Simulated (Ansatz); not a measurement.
**Cr: equation of state with PBE**

Cr:

```
CELL_PARAMETERS angstrom
1.14705 -2.46703 0.00000
1.14705 2.46703 0.00000
0.00000 0.00000 4.06431
ATOMIC_POSITIONS crystal
Cr 0.87053 0.12947 0.75000
Cr 0.12947 0.87053 0.25000
```

This isn't the form of Cr at room conditions, which is bcc.

```yaml
Program: Ansatz 0.2.0
Task: equation of state
Functional: PBE
Potentials_or_basis: all-electron LAPW, scalar-relativistic
Basis_error_allowed: 0.0005 eV/atom
k_mesh: 13 × 13 × 7
Occupations: fermi-dirac, width 0.05 eV
Spin: collinear spin, ferromagnetic start
Starting_moments: "[3.0, 3.0] μB"
```

| Quantity | Value |
| --- | --- |
| Equilibrium volume | 11.85 Å³/atom |
| Bulk modulus at fixed shape and positions | 238 GPa |
| Pressure derivative of the bulk modulus | 4.2 |

Energy against volume, from the lowest point:
```csv
volume (Å³/atom),energy (meV/atom)
10.811,77.93
11.041,45.16
11.271,21.86
11.501,7.09
11.731,0.06
11.961,0.00
12.191,6.26
```

All runs of the series together: 2.4 min on 2 threads of AMD EPYC 9R45 96-Core Processor (Zen 5) (shared host).

Caveat: the cell was scaled at fixed shape and fractional positions, which overstates the stiffness of a crystal with free parameters, most of all of layers and chains; the starting moments weren't kept.
